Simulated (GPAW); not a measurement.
Here is a GPAW 26.7.0 calculation.

Contents of run.py:

```python
from ase import Atoms
from ase.filters import FrechetCellFilter
from ase.io import write
from ase.optimize import BFGS
from ase.units import GPa
from gpaw import GPAW, PW, setup_paths

setup_paths.insert(0, '.')

atoms = Atoms(['Si', 'Si', 'Si', 'Si'],
              cell=[[3.8313174605, 0.0, 0.0],
                    [-1.9156587303, 3.3180182508, 0.0],
                    [0.0, 0.0, 6.3326220002]],
              scaled_positions=[[0.6666666667, 0.3333333333, 0.9369905],
                                [0.3333333333, 0.6666666667, 0.4369905],
                                [0.6666666667, 0.3333333333, 0.5630095],
                                [0.3333333333, 0.6666666667, 0.0630095]],
              pbc=True)

calc = GPAW(mode=PW(600),
            xc='PBEsol',
            kpts={'size': (7, 7, 4), 'gamma': True},
            occupations={'name': 'fermi-dirac', 'width': 0.05},
            nbands=18,
            convergence={'density': 1e-05, 'forces': 0.0001},
            maxiter=150,
            txt='gpaw.txt')
atoms.calc = calc
opt = BFGS(FrechetCellFilter(atoms, scalar_pressure=5 * GPa), trajectory='relax.traj', logfile='-')
done = opt.run(fmax=0.02, steps=60)
calc.write('gs.gpw')
write('result.traj', atoms)
print('Converged:', done)
print('Cell:', atoms.cell.cellpar().round(4))
print('Volume:', round(atoms.get_volume(), 4))
print(atoms.get_scaled_positions().round(5))
```

Potentials or basis: PAW data sets generated in the run's folder for this functional, pw.

Launch:

```bash
$ gpaw-setup -f PBEsol Si
$ OMP_NUM_THREADS=1 python run.py
```

(1) Predict the space group after relaxing (to 0.05 Å).

(2) Predict the band gap on the k mesh.

(3) What does it give for the relaxed cell?

(4) What does it give for the relaxed volume?

Results:

(1) P6_3/mmc (No. 194).

(2) 0.26 eV, indirect (least direct gap 1.08 eV).

(3) a = 3.769 Å, b = 3.769 Å, c = 6.227 Å, α = 90.00°, β = 90.00°, γ = 120.00°.

(4) 19.15 Å³/atom.

Caveat: later steps reuse the first step's grids; an odd mesh through Γ misses points on the zone boundary, where band edges often lie.
